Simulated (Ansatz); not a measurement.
The system is HfO2.

```
Hf O
1.0
     5.55640    0.00000    0.00000
     0.00000    3.33360    0.00000
     0.00000    0.00000    6.50500
Hf O
4 8
Direct
  0.74868 0.75000 0.60787
  0.25132 0.25000 0.39213
  0.24868 0.75000 0.89213
  0.75132 0.25000 0.10787
  0.63950 0.25000 0.42340
  0.36050 0.75000 0.57660
  0.13950 0.25000 0.07660
  0.86050 0.75000 0.92340
  0.52079 0.25000 0.84145
  0.47921 0.75000 0.15855
  0.02079 0.25000 0.65855
  0.97921 0.75000 0.34145
```

Measurements of this composition are mostly on another form, of space group No. 14.

| Property | Result |
| --- | --- |
| Program | Ansatz 0.2.0 |
| Task | relaxation of cell and atoms |
| Functional | PBEsol |
| Potentials or basis | Ansatz PAW |
| Cutoff | 420 eV (not typed: the program's choice for these potentials) |
| k mesh | 5 × 8 × 4 |
| Occupations | fermi-dirac, width 0.05 eV |
| Spin | no spin polarisation |

At the start: volume 10.04 Å³/atom.

Question: Where does the relaxation end?

Answer: It ends after 9 steps and the volume is 9.79 Å³/atom (-2.5 %); space group Pnma (No. 62, to 0.05 Å).

The path:
```tsv
step	energy change (eV)	largest force (eV/Å)	volume (Å³)
1	0.0000	0.0211	120.49
2	-0.0634	0.2134	117.07
3	-0.0677	0.0954	117.77
4	-0.0716	0.0609	117.53
5	-0.0724	0.0173	117.61
6	-0.0727	0.0050	117.59
7	-0.0567	0.0051	117.59
8	-0.0575	0.0006	117.48
9	-0.0566	0.0008	117.48
```

Final structure:
```yaml
crystal:
  lattice:
    - [5.52699, 0.00000, 0.00000]
    - [0.00000, 3.29378, 0.00000]
    - [0.00000, 0.00000, 6.45305]
  atoms:
    - { symbol: Hf, position: [0.74682, 0.75000, 0.61130] }
    - { symbol: Hf, position: [0.25318, 0.25000, 0.38870] }
    - { symbol: Hf, position: [0.24682, 0.75000, 0.88870] }
    - { symbol: Hf, position: [0.75318, 0.25000, 0.11130] }
    - { symbol: O, position: [0.64035, 0.25000, 0.42544] }
    - { symbol: O, position: [0.35965, 0.75000, 0.57456] }
    - { symbol: O, position: [0.14035, 0.25000, 0.07456] }
    - { symbol: O, position: [0.85965, 0.75000, 0.92544] }
    - { symbol: O, position: [0.52361, 0.25000, 0.83944] }
    - { symbol: O, position: [0.47639, 0.75000, 0.16056] }
    - { symbol: O, position: [0.02361, 0.25000, 0.66056] }
    - { symbol: O, position: [0.97639, 0.75000, 0.33944] }
```

Caveat: the plane-wave basis is chosen anew once the cell has moved, so the energies of steps on either side of that aren't comparable; the pressure holds a Pulay correction of +1.0 GPa for the finite cutoff; the PAW data sets come from PBE, with cores solved anew for the run's functional, which leaves a small shift of forces and pressure.
